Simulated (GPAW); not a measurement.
Runs of GPAW 26.7.0 on Au. The structure is cubic, space group Fm-3m (No. 225). Conventional cell: a = 4.070 Å, b = 4.070 Å, c = 4.070 Å, α = 90.00°, β = 90.00°, γ = 90.00°. Au (site symmetry m-3m) has 12 Au at 2.88 Å as nearest neighbours. 

```csv
task,level,potentials or basis,spin,band path,band points,spin axis theta (degrees),spin axis phi (degrees),pressure (GPa)
band structure,M06-L,"GPAW PAW data sets (gpaw-data 1.2.1), pw","SOC, no magnetisation","GXWKGLUWLK,UX",100,54.7,45,(a)
band structure,revPBE,"the program's PAW data sets (release 1.2.1) made for this functional, pw","SOC, no magnetisation","GXWKGLUWLK,UX",80,54.7,45,16.1
band structure,mBEEF,"GPAW PAW data sets (gpaw-data 1.2.1), pw","SOC, no magnetisation","GXWKGLUWLK,UX",100,90,45,4.9
band structure,BP86,"PAW data sets generated in the run's folder for this functional, pw","SOC, no magnetisation","GXWKGLUWLK,UX",60,0,0,15.0
```

Alike in all rows: cell as given; k mesh 11 × 11 × 11; cutoff (eV) 600; smearing fermi-dirac 0.05 eV.

Q: Estimate the missing entries.

A: (a) 8.6.

Caveats: with this Au data set, volumes or pressures lay over 1.5 % or 2 GPa off other programs in two to four cells of ten; spin-orbit coupling was added after a scalar SCF, so levels and gaps hold it while energy, forces, pressure and moments don't; the PAW data sets were made with another functional, which shifts forces and pressure a little (some runs); so large a pressure means that the cell lies far from this level's equilibrium, or that cutoff or potentials fall short (some runs).

Runs at the PBE level aren't shown here.
